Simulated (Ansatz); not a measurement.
The system is SnO.

```
CELL_PARAMETERS angstrom
3.81370 0.00000 0.00000
0.00000 3.81370 0.00000
0.00000 0.00000 4.88691
ATOMIC_POSITIONS crystal
Sn 0.50000 0.00000 0.76463
Sn 0.00000 0.50000 0.23537
O 0.00000 0.00000 0.00000
O 0.50000 0.50000 0.00000
```

The cell is a database's computed one.

Base run:

```yaml
Program: Ansatz 0.2.0
Functional: LDA
Potentials_or_basis: Ansatz PAW
Cutoff: "420 eV (not typed: the program's choice for these potentials)"
k_mesh: 7 × 7 × 6
Occupations: gaussian, width 0.1 eV
Spin: no spin polarisation
```

Its results: band gap on the k mesh 0.45 eV, indirect (least direct gap 2.01 eV).

The run is repeated on the same cell with these changes: functional from LDA to PBEsol; occupations from gaussian, width 0.1 eV to fixed. What comes out?

Band gap on the k mesh 0.35 eV, indirect (least direct gap 1.99 eV).

Caveats: odd divisions of the mesh miss points on the zone boundary, where band edges often lie, so the gap on the mesh can be too wide; spin-orbit coupling is left out, which moves the levels of the heavy elements; the gap is small at this level, which inflates the dielectric constant (some runs).

A k mesh can miss the band edges.
